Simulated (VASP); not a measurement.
## Na2S: single point with HSE06

Crystal: Na2S.

```xyz
3
Lattice="0.0000 3.2516 3.2516 3.2516 0.0000 3.2516 3.2516 3.2516 0.0000" Properties=species:S:1:pos:R:3 pbc="T T T"
Na    1.6258    1.6258    1.6258
Na    4.8775    4.8775    4.8775
S     3.2516    3.2516    0.0000
```

The cell comes from a database or a generator and needn't be the stable form of this composition.

```yaml
Program: VASP 6.6.1
Task: single point
Functional: HSE06
Potentials_or_basis: VASP PAW PBE potentials, release 64 (Na_pv, S)
Cutoff: 520 eV
k_mesh: 4 × 4 × 4
Occupations: gaussian, width 0.02 eV
Spin: no spin polarisation
```

```yaml
Pressure: 0.3 GPa
Band_gap_on_the_k_mesh: 3.55 eV, direct
```

Levels at points of the mesh, in eV from the valence-band top:
```csv
k point,band 6,band 7,band 8,band 9,band 10,band 11,band 12,band 13,band 14,band 15
"(0.00, 0.00, 0.00)",-24.47,-11.22,0.00,0.00,0.00,3.55,9.00,9.00,9.00,10.66
"(0.50, 0.00, 0.00)",-24.50,-10.94,-1.79,-0.15,-0.15,5.99,7.65,8.33,8.33,12.70
"(0.50, 0.50, 0.00)",-24.46,-10.85,-1.60,-0.51,-0.51,4.80,7.21,9.97,11.20,11.20
```

It took 2.2 min on 1 thread of Intel(R) Xeon(R) 6975P-C (Granite Rapids) (shared host), peak memory 0.29 GiB.

Caveat: the PAW data sets were made with another functional, which shifts forces and pressure a little.
